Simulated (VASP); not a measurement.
## AlN in VASP: convergence with k mesh

The system is AlN.

```
Al N
1.0
     0.00000    2.18399    2.18399
     2.18399    0.00000    2.18399
     2.18399    2.18399    0.00000
Al N
1 1
Direct
  0.00000 0.00000 0.00000
  0.25000 0.25000 0.25000
```

Measurements of this composition are mostly on another form, of space group No. 186.

```yaml
Program: VASP 6.6.1
Task: G0W0 quasiparticle levels
Functional: PBE
Potentials_or_basis: VASP PAW PBE potentials, release 64 (Al_GW, N_GW)
Cutoff: 450 eV
k_mesh: 2 × 2 × 2
Occupations: gaussian, width 0.01 eV
Spin: no spin polarisation
GW_scheme: G0W0
GW_iterations: 1
Cutoff_of_the_response_function: 120
Frequency_points: 48
Empty_bands: 100
Further_INCAR_settings: ALGO = EVGW0; EDIFF = 1e-08; NBANDS = 104
```

These are the settings of the first run; the series varies k mesh, with any setting tied to it.

Hardware: 1 thread of Intel(R) Xeon(R) 6975P-C (Granite Rapids), with other jobs on the host.

```tsv
k mesh	gap on the mesh (eV)	quasiparticle gap at the points computed (eV)	CPU time (s)	peak memory (GiB)
2 × 2 × 2	2.876	3.611	3.8	0.14
3 × 3 × 3	4.138	5.605	6.3	0.14
4 × 4 × 4	3.286	4.507	18	0.18
5 × 5 × 5	3.887	5.174	38	0.25
6 × 6 × 6	3.310	4.560	98	0.37
```

Not settled before the last step: the gap on the mesh (to 0.01 eV), the quasiparticle gap at the points computed (to 0.05 eV). Meshes of other sizes hit other points, so gaps and Fermi surfaces needn't settle smoothly. The tightest run that finished is the yardstick and may itself not be fully converged.

Caveat, for the tightest run too: bands, screening cutoff and mesh are small and nothing is extrapolated, so the quasiparticle values aren't converged.
